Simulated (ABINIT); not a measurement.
# MgTe (F-43m) in ABINIT: a series of runs

The runs below take MgTe through single point, with AM05, revPBE.

Everything below comes from runs of ABINIT 10.8.3 (patched build). Logs are shortened: lines on timing, memory, paths and dates and some standing lists are left out, and cuts for length are marked. The log counts tension as positive stress, the text compression.

## Step 1: The structure

The structure is cubic, space group F-43m (No. 216). Conventional cell: a = 6.464 Å, b = 6.464 Å, c = 6.464 Å, α = 90.00°, β = 90.00°, γ = 90.00°. Te (site symmetry -43m) is surrounded by 4 Mg at 2.80 Å. Mg (site symmetry -43m) is surrounded by 4 Te at 2.80 Å.

The cell comes from a database or a generator and needn't be the stable form of this composition.

## Step 2: Single point, AM05

File run.abi:

```
# Pseudopotentials
pp_dirpath "./"
pseudos "Te.GGA_PBE-JTH.xml, Mg.GGA_PBE-JTH.xml"

# Structure
acell 4.5707365703 4.5707365703 4.5707365703 Angstrom
rprim
     0.0000000000     0.7071067812     0.7071067812
     0.7071067812     0.0000000000     0.7071067812
     0.7071067812     0.7071067812     0.0000000000
ntypat 2
znucl 52 12
natom 2
typat 1 2
xred
     0.2500000000     0.2500000000     0.2500000000
     0.0000000000     0.0000000000     0.0000000000

# Plane-wave basis
ecut 23.0
pawecutdg 45.0
pawxcdev 0

# k points
kptopt 1
ngkpt 7 7 7
nshiftk 1
shiftk 0.0 0.0 0.0

# Exchange and correlation
ixc -120135

# Bands and occupations
nband 12
occopt 3
tsmear 0.00183747

# SCF cycle
nstep 100
tolvrs 1.0e-9

# Output
iomode 3
prtwf 0
prteig 0
prtebands 0
enunit 1
prtden 1
prtvha 1
prtvclmb 1
prtpot 1
```

Potentials or basis: JTH PAW PBE v2.0.

Command:

```bash
> abinit run.abi > log 2>&1
```

run.abo:

```text
.Version 10.8.3 of ABINIT
 Symmetries : space group F-4 3 m (#216); Bravais cF (face-center cubic)
================================================================================
 Values of the parameters that define the memory need of the present run
     intxc =       0    ionmov =       0      iscf =      17    lmnmax =       8
     lnmax =       4     mgfft =      40  mpssoang =       2    mqgrid =    3001
     natom =       2  nloc_mem =       2    nspden =       1   nspinor =       1
    nsppol =       1      nsym =      24    n1xccc =       1    ntypat =       2
    occopt =       3   xclevel =       2
       mpw =        2417          nfft =       64000          nkpt =          20
 PAW method is used; the additional fine FFT grid is defined by:
   mgfftf=        54    nfftf =    157464
================================================================================
================================================================================

--------------------------------------------------------------------------------
------------- Echo of variables that govern the present computation ------------
--------------------------------------------------------------------------------
 -outvars: echo values of preprocessed input variables --------
            acell      8.6374403115E+00  8.6374403115E+00  8.6374403115E+00 Bohr
              amu      1.27600000E+02  2.43050000E+01
             ecut      2.30000000E+01 Hartree
           enunit           1
              ixc     -120135
         kptrlatt        7    0    0      0    7    0      0    0    7
          kptrlen      6.04620822E+01
            natom           2
            nband          12
            ngfft          40      40      40
          ngfftdg          54      54      54
             nkpt          20
            nstep         100
             nsym          24
           ntypat           2
           occopt           3
        pawecutdg      4.50000000E+01 Hartree
         pawxcdev           0
        prtebands           0
           prteig           0
           prtpot           1
         prtvclmb           1
           prtvha           1
            prtwf           0
            rprim      0.0000000000E+00  7.0710678120E-01  7.0710678120E-01
                       7.0710678120E-01  0.0000000000E+00  7.0710678120E-01
                       7.0710678120E-01  7.0710678120E-01  0.0000000000E+00
          spgroup         216
           tolvrs      1.00000000E-09
           tsmear      1.83747000E-03 Hartree
            typat      1  2
           useylm           1
           xangst      1.6159994120E+00  1.6159994120E+00  1.6159994120E+00
                       0.0000000000E+00  0.0000000000E+00  0.0000000000E+00
            xcart      3.0537963082E+00  3.0537963082E+00  3.0537963082E+00
                       0.0000000000E+00  0.0000000000E+00  0.0000000000E+00
             xred      2.5000000000E-01  2.5000000000E-01  2.5000000000E-01
                       0.0000000000E+00  0.0000000000E+00  0.0000000000E+00
            znucl       52.00000   12.00000

================================================================================

 chkinp: Checking input parameters for consistency.

================================================================================
== DATASET  1 ==================================================================

--- !DatasetInfo
iteration_state: {dtset: 1, }
dimensions: {natom: 2, nkpt: 20, mband: 12, nsppol: 1, nspinor: 1, nspden: 1, mpw: 2417, }
cutoff_energies: {ecut:  23.0, pawecutdg:  45.0, }
electrons: {nelect:   1.60000000E+01, charge:   0.00000000E+00, occopt:   3.00000000E+00, tsmear:   1.83747000E-03, }
meta: {optdriver: 0, ionmov: 0, optcell: 0, iscf: 17, paral_kgb: 0, }
...

 Real(R)+Recip(G) space primitive vectors, cartesian coordinates (Bohr,Bohr^-1):
 R(1)=  0.0000000  6.1075926  6.1075926  G(1)= -0.0818653  0.0818653  0.0818653
 R(2)=  6.1075926  0.0000000  6.1075926  G(2)=  0.0818653 -0.0818653  0.0818653
 R(3)=  6.1075926  6.1075926  0.0000000  G(3)=  0.0818653  0.0818653 -0.0818653
 Unit cell volume ucvol=  4.5565924E+02 bohr^3
 Angles (23,13,12)=  6.00000000E+01  6.00000000E+01  6.00000000E+01 degrees

 Coarse grid specifications (used for wave-functions):

 getcut: wavevector=  0.0000  0.0000  0.0000  ngfft=  40  40  40
         ecut(hartree)=     23.000   => boxcut(ratio)=   2.14509

 Fine grid specifications (used for densities):

 getcut: wavevector=  0.0000  0.0000  0.0000  ngfft=  54  54  54
         ecut(hartree)=     45.000   => boxcut(ratio)=   2.07103

--- Pseudopotential description ------------------------------------------------
- pspini: atom type   1  psp file is ./Te.GGA_PBE-JTH.xml
 Pseudopotential format is: paw10
 basis_size (lnmax)=  4 (lmn_size=  8), orbitals=   0   0   1   1
 Spheres core radius: rc_sph= 2.31107438
 Shapefunction is SIN type: shapef(r)=[sin(pi*r/rshp)/(pi*r/rshp)]**2
 Radius for shape functions =  2.10488624
 Compensation charge density is not taken into account in XC energy/potential

- pspini: atom type   2  psp file is ./Mg.GGA_PBE-JTH.xml
 Pseudopotential format is: paw10
 basis_size (lnmax)=  4 (lmn_size=  8), orbitals=   0   0   1   1
 Spheres core radius: rc_sph= 1.90157919
 Shapefunction is SIN type: shapef(r)=[sin(pi*r/rshp)/(pi*r/rshp)]**2
 Radius for shape functions =  1.70710089
 Compensation charge density is not taken into account in XC energy/potential

   1.94823042E+03                                ecore*ucvol(ha*bohr**3)
--------------------------------------------------------------------------------

================================================================================

--- !BeginCycle
iteration_state: {dtset: 1, }
solver: {iscf: 17, nstep: 100, nline: 4, wfoptalg: 10, }
tolerances: {tolvrs: 1.00E-09, }
...

     iter   Etot(hartree)      deltaE(h)  residm     nres2
 ETOT  1  -70.121320982806    -7.012E+01 5.230E+00 2.447E+00
 ETOT  2  -71.762895476446    -1.642E+00 2.141E-02 2.259E+00
 ETOT  3  -71.752403391447     1.049E-02 3.474E-03 6.919E-01
 ETOT  4  -71.749158786192     3.245E-03 1.331E-03 2.569E-02
 ETOT  5  -71.749404604411    -2.458E-04 4.768E-04 5.879E-03
 ETOT  6  -71.749510532932    -1.059E-04 1.306E-04 6.718E-04
 ETOT  7  -71.749520448258    -9.915E-06 1.822E-04 2.397E-04
 ETOT  8  -71.749530124650    -9.676E-06 1.447E-05 3.209E-05
 ETOT  9  -71.749530696244    -5.716E-07 4.491E-05 5.048E-07
 ETOT 10  -71.749530706370    -1.013E-08 1.272E-05 7.191E-08
 ETOT 11  -71.749530710421    -4.051E-09 3.066E-05 6.207E-09
 ETOT 12  -71.749530710625    -2.031E-10 1.349E-05 1.150E-09
 ETOT 13  -71.749530710658    -3.321E-11 1.895E-05 9.680E-11

 At SCF step   13       nres2   =  9.68E-11 < tolvrs=  1.00E-09 =>converged.

 Cartesian components of stress tensor (hartree/bohr^3)
  sigma(1 1)= -3.26782445E-06  sigma(3 2)=  0.00000000E+00
  sigma(2 2)= -3.26782445E-06  sigma(3 1)=  0.00000000E+00
  sigma(3 3)= -3.26782445E-06  sigma(2 1)=  0.00000000E+00

--- !ResultsGS
iteration_state: {dtset: 1, }
comment   : Summary of ground state results
lattice_vectors:
- [  0.0000000,   6.1075926,   6.1075926, ]
- [  6.1075926,   0.0000000,   6.1075926, ]
- [  6.1075926,   6.1075926,   0.0000000, ]
lattice_lengths: [   8.63744,    8.63744,    8.63744, ]
lattice_angles: [ 60.000,  60.000,  60.000, ] # degrees, (23, 13, 12)
lattice_volume:   4.5565924E+02
convergence: {deltae: -3.321E-11, res2:  9.680E-11, residm:  1.895E-05, diffor: null, }
etotal    :  -7.17495307E+01
entropy   :   0.00000000E+00
fermie    :  -1.04899845E-01
cartesian_stress_tensor: # hartree/bohr^3
- [ -3.26782445E-06,   0.00000000E+00,   0.00000000E+00, ]
- [  0.00000000E+00,  -3.26782445E-06,   0.00000000E+00, ]
- [  0.00000000E+00,   0.00000000E+00,  -3.26782445E-06, ]
pressure_GPa:   9.6143E-02
xred      :
- [  2.5000E-01,   2.5000E-01,   2.5000E-01, Te]
- [  0.0000E+00,   0.0000E+00,   0.0000E+00, Mg]
cartesian_forces: # hartree/bohr
- [  6.88857038E-31,   3.44428519E-31,  -6.88857038E-31, ]
- [ -6.88857038E-31,  -3.44428519E-31,   6.88857038E-31, ]
force_length_stats: {min:   1.03328556E-30, max:   1.03328556E-30, mean:   1.03328556E-30, }
...

 Integrated electronic density in atomic spheres:
 ------------------------------------------------
 Atom  Sphere_radius  Integrated_density
    1        2.31107          3.22251909
    2        1.90158          8.20210738

================================================================================

 ----iterations are completed or convergence reached----

 Mean square residual over all n,k,spin=   13.467E-08; max=  18.946E-06
 reduced coordinates (array xred) for    2 atoms
       0.250000000000      0.250000000000      0.250000000000
       0.000000000000      0.000000000000      0.000000000000
 rms dE/dt=  5.4315E-30; max dE/dt=  8.4145E-30; dE/dt below (all hartree)
    1      -0.000000000000      0.000000000000     -0.000000000000
    2      -0.000000000000      0.000000000000      0.000000000000

 cartesian coordinates (angstrom) at end:
    1      1.61599941196898     1.61599941196898     1.61599941196898
    2      0.00000000000000     0.00000000000000     0.00000000000000

 cartesian forces (hartree/bohr) at end:
    1      0.00000000000000     0.00000000000000    -0.00000000000000
    2     -0.00000000000000    -0.00000000000000     0.00000000000000
 frms,max,avg= 5.9656769E-31 6.8885704E-31   0.000E+00  0.000E+00  0.000E+00 h/b

 cartesian forces (eV/Angstrom) at end:
    1      0.00000000000000     0.00000000000000    -0.00000000000000
    2     -0.00000000000000    -0.00000000000000     0.00000000000000
 frms,max,avg= 3.0676744E-29 3.5422453E-29   0.000E+00  0.000E+00  0.000E+00 e/A
 length scales=  8.637440311538  8.637440311538  8.637440311538 bohr
              =  4.570736570300  4.570736570300  4.570736570300 angstroms
 Fermi (or HOMO) energy (eV) =  -2.85447   Average Vxc (eV)=  -7.80095
 Eigenvalues (   eV  ) for nkpt=  20  k points:
 kpt#   1, nband= 12, wtk=  0.00292, kpt=  0.0000  0.0000  0.0000 (reduced coord)
 -78.65750  -45.75354  -45.75354  -45.75354  -14.31285   -4.11710   -4.11710   -4.11710
  -1.69499    1.36693    1.36693    1.36693
 prteigrs : prtvol=0 or 1, do not print more k-points.

--- !EnergyTerms
iteration_state     : {dtset: 1, }
comment             : Components of total free energy in Hartree
kinetic             :  5.92288168313573E+00
hartree             :  2.03575083160536E+01
xc                  : -5.20030046474827E+00
Ewald energy        : -2.94622449333995E+01
psp_core            :  4.27563024543421E+00
local_psp           : -5.72778826457263E+01
PAW spherical_terms : -1.03651232271535E+01
internal            : -7.17495310264040E+01
'-kT*entropy'       : -4.19740937317242E-14
total_energy        : -7.17495310264041E+01
total_energy_eV     : -1.95240420172748E+03
...

--- !EnergyTermsDC
iteration_state     : {dtset: 1, }
comment             : '"Double-counting" decomposition of free energy'
band_energy         : -1.81151406075549E+01
Ewald energy        : -2.94622449333995E+01
psp_core            :  4.27563024543421E+00
xc_dc               : -2.10211979311786E+01
PAW spherical_terms : -7.42657748395895E+00
internal            : -7.17495307106577E+01
'-kT*entropy'       : -4.19740937317242E-14
total_energy_dc     : -7.17495307106578E+01
total_energy_dc_eV  : -1.95240419313558E+03
...

--- !EnergyTermsWithPAWCore
iteration_state     : {dtset: 1, }
comment             : 'Components of total free energy, including PAW core contributions'
Total energy        : -6.98890076229790E+03
Total energy DC     : -6.98890076198215E+03
Total energy (eV)   : -1.90177678077719E+05
Total energy DC (eV): -1.90177678069127E+05
...

 Cartesian components of stress tensor (hartree/bohr^3)
  sigma(1 1)= -3.26782445E-06  sigma(3 2)=  0.00000000E+00
  sigma(2 2)= -3.26782445E-06  sigma(3 1)=  0.00000000E+00
  sigma(3 3)= -3.26782445E-06  sigma(2 1)=  0.00000000E+00

-Cartesian components of stress tensor (GPa)         [Pressure=  9.6143E-02 GPa]
- sigma(1 1)= -9.61427147E-02  sigma(3 2)=  0.00000000E+00
- sigma(2 2)= -9.61427147E-02  sigma(3 1)=  0.00000000E+00
- sigma(3 3)= -9.61427147E-02  sigma(2 1)=  0.00000000E+00

== END DATASET(S) ==============================================================
================================================================================

 -outvars: echo values of variables after computation  --------
            acell      8.6374403115E+00  8.6374403115E+00  8.6374403115E+00 Bohr
           etotal     -7.1749530711E+01
            fcart      6.8885703834E-31  3.4442851917E-31 -6.8885703834E-31
                      -6.8885703834E-31 -3.4442851917E-31  6.8885703834E-31
            rprim      0.0000000000E+00  7.0710678120E-01  7.0710678120E-01
                       7.0710678120E-01  0.0000000000E+00  7.0710678120E-01
                       7.0710678120E-01  7.0710678120E-01  0.0000000000E+00
           strten     -3.2678244528E-06 -3.2678244528E-06 -3.2678244528E-06
                       0.0000000000E+00  0.0000000000E+00  0.0000000000E+00
           xangst      1.6159994120E+00  1.6159994120E+00  1.6159994120E+00
                       0.0000000000E+00  0.0000000000E+00  0.0000000000E+00
             xred      2.5000000000E-01  2.5000000000E-01  2.5000000000E-01
                       0.0000000000E+00  0.0000000000E+00  0.0000000000E+00
 Calculation completed.
```

It took 24 s on 1 thread of Arm Neoverse V2, shared host; peak memory 0.13 GiB.

Results:

```yaml
Free_energy: -1952.4042 eV
Pressure: 0.1 GPa
Band_gap_on_the_k_mesh: 2.42 eV, direct
Valence_electrons_inside_the_program's_atomic_spheres: Te 3.22; Mg 8.20
```

Caveat: the PAW data sets were made with another functional, which shifts forces and pressure a little; spin-orbit coupling is left out, which moves the levels of the heavy elements.

## Step 3: Single point, revPBE

run.abi, as its differences from that of step 2:

```diff
@@ -30,3 +30,3 @@
 # Exchange and correlation
-ixc -120135
+ixc 14
```

Potentials or basis: JTH PAW PBE v2.0.

Command:

```bash
> abinit run.abi > log 2>&1
```

Run time: 20 s. Hardware: 1 thread of Arm Neoverse V2, shared host; peak memory 0.13 GiB.

It converged, with:

* Free energy: -1956.3271 eV
* Pressure: 1.7 GPa
* Band gap on the k mesh: 2.57 eV, direct
* Valence electrons inside the program's atomic spheres: Te 3.22; Mg 8.20

Levels at points of the mesh, in eV from the valence-band top:
```csv
k point,band 6,band 7,band 8,band 9,band 10,band 11
"(0.00, 0.00, 0.00)",0.00,0.00,0.00,2.57,5.54,5.54
```

Caveat: the PAW data sets were made with another functional, which shifts forces and pressure a little; spin-orbit coupling is left out, which moves the levels of the heavy elements; an odd mesh through Γ misses points on the zone boundary, where band edges often lie.
